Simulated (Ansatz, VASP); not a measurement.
ZnO in VASP and in Ansatz

```
CELL_PARAMETERS angstrom
3.23052 0.00000 0.00000
-1.61526 2.79771 0.00000
0.00000 0.00000 5.21394
ATOMIC_POSITIONS crystal
Zn 0.66667 0.33333 0.50064
Zn 0.33333 0.66667 0.00064
O 0.66667 0.33333 0.87967
O 0.33333 0.66667 0.37967
```

Alike in both runs: task single point; functional PBEsol; k mesh 9 × 9 × 6; occupations gaussian, width 0.02 eV; no spin polarisation.

```csv
,VASP,Ansatz
version,VASP 6.6.1,Ansatz 0.2.0
potentials or method,"VASP PAW PBE potentials, release 64 (Zn, O)","scalar-relativistic, plane waves, PAW"
plane-wave cutoff (eV),520,420
valence electrons in the cell,36,36
```

|  | VASP | Ansatz | Ansatz less VASP |
| --- | --- | --- | --- |
| gap on the k mesh at the Fermi level (eV) | 0.69 | 0.70 | +0.015 |
| least direct gap on the mesh (eV) | 0.69 | 0.70 | +0.015 |
| pressure (GPa) | 0.7 | 0.0 | -0.77 |

The functional is the same, so the differences come from potentials, cutoffs and numerics.

Caveats: the PAW data sets were made with another functional, which shifts forces and pressure a little (VASP). PBEsol gaps usually lie below the measured ones, often by a third to a half.
